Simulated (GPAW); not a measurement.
Crystal: Sc.

```
Sc
1.0
     3.30900    0.00000    0.00000
    -1.65450    2.86568    0.00000
     0.00000    0.00000    5.27330
Sc
2
Direct
  0.66667 0.33333 0.75000
  0.33333 0.66667 0.25000
```

* Program: GPAW 26.7.0
* Task: relaxation of cell and atoms
* Functional: OLYP
* Potentials or basis: PAW data sets generated in the run's folder for this functional
* Cutoff: 600 eV
* Basis: pw
* k mesh: 7 × 7 × 4
* Occupations: fermi-dirac, width 0.05 eV
* Spin: no spin polarisation

At the start: pressure 0.2 GPa; volume 25.00 Å³/atom.

Problem. How do energy, volume and symmetry change on relaxing?

Solution. Over 6 steps the energy falls by 3.6 meV/atom and the volume is 25.07 Å³/atom (+0.3 %); space group P6_3/mmc (No. 194, to 0.05 Å).

Step by step:
| step | energy change (eV) | largest force (eV/Å) | pressure (GPa) | volume (Å³) |
| --- | --- | --- | --- | --- |
| 1 | 0.0000 | 0.0000 | 0.19 | 50.00 |
| 2 | -0.0013 | 0.0000 | 0.14 | 50.04 |
| 3 | -0.0070 | 0.0000 | -0.18 | 50.31 |
| 4 | -0.0071 | 0.0000 | -0.13 | 50.25 |
| 5 | -0.0071 | 0.0000 | -0.10 | 50.22 |
| 6 | -0.0072 | 0.0000 | -0.01 | 50.13 |

Final structure:
```cif
data_structure
_symmetry_space_group_name_H-M 'P 1'
_symmetry_Int_Tables_number 1
_cell_length_a 3.3396
_cell_length_b 3.3396
_cell_length_c 5.1905
_cell_angle_alpha 90.000
_cell_angle_beta 90.000
_cell_angle_gamma 120.000
_cell_volume 50.13
loop_
_atom_site_label
_atom_site_type_symbol
_atom_site_fract_x
_atom_site_fract_y
_atom_site_fract_z
_atom_site_occupancy
Sc1 Sc 0.66667 0.33333 0.75000 1
Sc2 Sc 0.33333 0.66667 0.25000 1
```

Caveat: later steps reuse the first step's grids.
